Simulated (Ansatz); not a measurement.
**NaF: changes ranked by their effect on the gap on the k mesh**

```xyz
2
Lattice="0.0000 2.2859 2.2859 2.2859 0.0000 2.2859 2.2859 2.2859 0.0000" Properties=species:S:1:pos:R:3 pbc="T T T"
Na    0.0000    0.0000    0.0000
F     2.2859    2.2859    2.2859
```

Atoms are numbered in the order listed.

Structure from Materials Project entry mp-682 (possibly hypothetical), not relaxed further.

These are results of DFT, LDA, all-electron LAPW, scalar-relativistic in Ansatz 0.2.0, not measurements.

The runs use a Γ-centred 10×10×10 k mesh, Fermi–Dirac smearing of 0.03 eV, basis error target 0.25 meV/atom, no spin polarisation.

Semilocal functionals give too small gaps.

In this reference run the gap on the k mesh is 6.18 eV. Each change below is made alone, on the same k mesh, with fractional coordinates held unless an atom is moved; x, y and z are the Cartesian axes.

Question: Order the changes by the shift of the gap on the k mesh, most negative first.
A. volume scaled by 0.96
B. volume scaled by 1.02
C. atom 2 (F) moved by (0.1200, 0.0000, 0.0000) Å
D. equal xy, yz and zx engineering shear strains of -2 %
E. volume scaled by 1.04
F. volume scaled by 0.98

Answer: E (-0.21 eV), B (-0.11 eV), D (-0.06 eV), C (0.00 eV), F (+0.11 eV), A (+0.23 eV).
